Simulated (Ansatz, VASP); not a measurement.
## One calculation of BN, two programs

File POSCAR:

```
BN
1.0
    2.5539396017      0.0000000000      0.0000000000
   -1.2769698009      2.2117765748      0.0000000000
    0.0000000000      0.0000000000      4.2268550000
B N
2 2
Direct
    0.6666666667      0.3333333333      0.9997240000
    0.3333333333      0.6666666667      0.4997240000
    0.6666666667      0.3333333333      0.6607633777
    0.3333333333      0.6666666667      0.1607633777
```

The input INCAR.step1:

```
ALGO = Normal
EDIFF = 1E-4
ENCUT = 520
GGA = PE
ISMEAR = 0
LASPH = True
LCHARG = False
LREAL = False
LWAVE = True
NBANDS = 16
NELM = 80
PREC = Accurate
SIGMA = 0.05
```

File INCAR.step2:

```
ALGO = Normal
EDIFF = 1E-6
ENCUT = 520
ISIF = 2
ISMEAR = 0
ISTART = 1
LASPH = True
LCHARG = False
LMIXTAU = True
LREAL = False
LWAVE = False
METAGGA = R2SCAN
NBANDS = 16
NELM = 80
PREC = Accurate
SIGMA = 0.05
```

KPOINTS

```
k-points
0
Gamma
  12 12 6
```

Input for Ansatz:

```yaml
crystal:
  lattice:
    - [2.5539396017, 0.0, 0.0]
    - [-1.2769698009, 2.2117765748, 0.0]
    - [0.0, 0.0, 4.226855]
  atoms:
    - { symbol: B, position: [0.6666666667, 0.3333333333, 0.999724] }
    - { symbol: B, position: [0.3333333333, 0.6666666667, 0.499724] }
    - { symbol: "N", position: [0.6666666667, 0.3333333333, 0.6607633777] }
    - { symbol: "N", position: [0.3333333333, 0.6666666667, 0.1607633777] }
basis:
  ecutwfc: 500
kpoints:
  mp_grid: { grid: [12, 12, 6] }
hamiltonian:
  xc: r2scan
scf:
  occupations: { method: gaussian, width: 0.05 }
output:
  forces: true
  stress: true
  eigenvalues: true
```

Change from the starting cell: all N atoms moved +0.150 Å, as atom 3 along Cartesian [0 0 1].

Alike in both runs: task single point; functional r2SCAN; k mesh 12 × 12 × 6; occupations gaussian, width 0.05 eV; no spin polarisation.

```csv
,VASP,Ansatz
version,VASP 6.6.1,Ansatz 0.2.0
potentials or method,"VASP PAW PBE potentials, release 64 (B, N)","scalar-relativistic, plane waves, PAW"
plane-wave cutoff (eV),520,500
valence electrons in the cell,16,16
```

Ansatz gave:

```
gap on the k mesh at the Fermi level (eV)       : 3.35
least direct gap on the mesh (eV)               : 7.58
pressure (GPa)                                  : 1.7
largest component of the traceless stress (GPa) : 7.38
rms of the force components (eV/Å)              : 2.659
```

**Question.** Estimate VASP's values.

**Answer.** gap on the k mesh at the Fermi level (eV): 3.33; least direct gap on the mesh (eV): 7.56; pressure (GPa): 2.6; largest component of the traceless stress (GPa): 7.72; rms of the force components (eV/Å): 2.655.

Atom by atom the forces differ by 0.003 eV/Å (rms over components). The functional is the same, so the differences come from potentials, cutoffs and numerics.

Caveats: the PAW data sets were made with another functional, which shifts forces and pressure a little (VASP). A k mesh can miss the band edges.
